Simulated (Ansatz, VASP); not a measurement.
Two plane-wave programs on Ti

```xyz
2
Lattice="2.8084 0.0000 0.0000 -1.4042 2.4322 0.0000 0.0000 0.0000 4.4562" Properties=species:S:1:pos:R:3 pbc="T T T"
Ti    0.0000    1.6214    1.1140
Ti    1.4042    0.8107    3.3421
```

Alike in both runs: functional PBEsol; k mesh 18 × 18 × 10; occupations gaussian, width 0.1 eV; no spin polarisation.

Ansatz relaxed the structure, and its values are those at the end. VASP's run is a single point on that final structure, the one shown.

```csv
,VASP,Ansatz
version,VASP 6.6.1,Ansatz 0.2.0
potentials or method,"VASP PAW PBE potentials, release 64 (Ti_sv)","scalar-relativistic, plane waves, PAW"
plane-wave cutoff (eV),520,420
valence electrons in the cell,24,24
```

|  | VASP | Ansatz | Ansatz less VASP |
| --- | --- | --- | --- |
| gap on the k mesh at the Fermi level (eV) | none | none | - |
| pressure (GPa) | 12.9 | 13.3 | +0.43 |

A gap of «none» marks a metal or a gap that the smearing closes.

Caveats: the PAW data sets were made with another functional, which shifts forces and pressure a little (VASP).
